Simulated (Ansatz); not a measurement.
**Li (hcp type): how the settings move a single-point run**

How sensitive is a single-point run of Li (hcp type) to its settings? A reference run comes first, then one run with altered input.

Program: Ansatz 0.2.0. Level of theory: reference: DFT, PBE, all-electron PAW with datasets made for the crystal, scalar-relativistic. These are calculated values, not measurements.

1 further run of the same task is left out (set aside as unsound or not needed). Runs told in other sessions of the task aren't counted.

**1. The system as given**

It takes space group C2/m (No. 12, monoclinic). Conventional cell: a = 5.308 Å, b = 3.065 Å, c = 4.965 Å, α = 90.00°, β = 90.00°, γ = 90.00°. Li (site symmetry m) is surrounded by 1 Li at 2.13 Å.

Coordinates:

```
Li
1.0
     3.06465    0.00000    0.00000
    -1.53232    2.65406    0.00000
     0.00000    0.00000    4.96473
Li
2
Direct
  0.23333 0.61667 0.17500
  0.76667 0.38333 0.82500
```

**2. The reference run**

input.yaml

```yaml
crystal:
  lattice:
    - [3.0646488937, 0.0, 0.0]
    - [-1.5323244468, 2.6540637956, 0.0]
    - [0.0, 0.0, 4.9647312077]
  atoms:
    - { symbol: Li, position: [0.2333333333, 0.6166666667, 0.175] }
    - { symbol: Li, position: [0.7666666667, 0.3833333333, 0.825] }
kpoints:
  mp_grid: { grid: [11, 11, 6] }
scf:
  occupations: { method: fermi_dirac, width: 0.05 }
hamiltonian:
  xc: pbe
  pseudopotentials: { kind: all_electron, datasets: crystal }
output:
  forces: true
  stress: true
  eigenvalues: true
  efg: { contact_densities: true }
```

Run with:

```console
$ ansatz run input.yaml --threads 1 --pin off --max-ram 2048MiB --backend cpu --events-out ev --progress --plain --runs-dir out
```

**3. Changed: mp_grid.shift [0.5, 0.5, 0.5]**

input.yaml: that of step 2 with these lines changed.

```diff
@@ -9,3 +9,3 @@
 kpoints:
-  mp_grid: { grid: [11, 11, 6] }
+  mp_grid: { grid: [11, 11, 6], shift: [0.5, 0.5, 0.5] }
 scf:
```

Before running it: what results should come out? Wanted: for each run, ending; energy change; pressure; gap; force.

As calculated:

```
                             run     ending  energy change  pressure (GPa)  gap (eV)  force (eV/Å)  cycles   time
                       reference  converged              0             2.6      0.00          1.38       6  1.8 s
1: mp_grid.shift [0.5, 0.5, 0.5]  converged  -1.5 meV/atom             2.6      0.00          1.37       6    3 s
```

Residual by cycle in the longest SCF loop of each run; runs are numbered as in the table. The quantity is the density residual dr2, in eV.

```
cycle  reference   run 1
    1      0.769    0.75
    2      0.232   0.242
    3     7.6e-5  4.8e-4
    4     1.7e-5  1.1e-5
    5     3.0e-7  7.7e-7
    6     8.2e-9  2.6e-9
```

**Reading.** Changing the k-point mesh moves the energy by -1.5 meV/atom. The energy is not variational in the mesh, so the sign tells nothing. Cost: 3 s against 1.8 s.
